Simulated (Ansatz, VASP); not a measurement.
LiCl in VASP and in Ansatz

File INCAR:

```
ALGO = Normal
EDIFF = 1E-7
ENCUT = 520
GGA = PE
ISIF = 2
ISMEAR = 0
LASPH = True
LCHARG = False
LREAL = False
LWAVE = False
NBANDS = 12
NELM = 60
PREC = Accurate
SIGMA = 0.05
```

Contents of KPOINTS:

```
k-points
0
Gamma
  8 8 8
```

The input POSCAR:

```
LiCl
1.0
    0.0000000000      2.2405242327      3.3607863491
    2.2405242327      0.0000000000      3.3607863491
    2.2405242327      2.2405242327      0.0000000000
Li Cl
1 1
Direct
    0.0000000000      0.0000000000      0.0000000000
    0.5000000000      0.5000000000      0.5000000000
```

Input for Ansatz:

```yaml
crystal:
  lattice:
    - [0.0, 2.2405242327, 3.3607863491]
    - [2.2405242327, 0.0, 3.3607863491]
    - [2.2405242327, 2.2405242327, 0.0]
  atoms:
    - { symbol: Li, position: [0.0, 0.0, 0.0] }
    - { symbol: Cl, position: [0.5, 0.5, 0.5] }
basis:
  ecutwfc: 420
kpoints:
  mp_grid: { grid: [8, 8, 8] }
hamiltonian:
  xc: pbe
scf:
  occupations: { method: gaussian, width: 0.05 }
output:
  forces: true
  stress: true
  eigenvalues: true
```

Alike in both runs: task single point; functional PBE; k mesh 8 × 8 × 8; occupations gaussian, width 0.05 eV; no spin polarisation.

|  | VASP | Ansatz |
| --- | --- | --- |
| version | VASP 6.6.1 | Ansatz 0.2.0 |
| potentials or method | VASP PAW PBE potentials, release 64 (Li_sv, Cl) | scalar-relativistic, plane waves, PAW |
| plane-wave cutoff (eV) | 520 | 420 |
| valence electrons in the cell | 10 | 10 |

```tsv
	VASP	Ansatz	Ansatz less VASP
gap on the k mesh at the Fermi level (eV)	5.67	5.66	-0.006
least direct gap on the mesh (eV)	6.06	6.05	-0.015
```

With one functional, cell and mesh, what is left measures potentials, basis and numerics.

 As with any semilocal functional, this PBE gap is likely too small. A k mesh can miss the band edges.
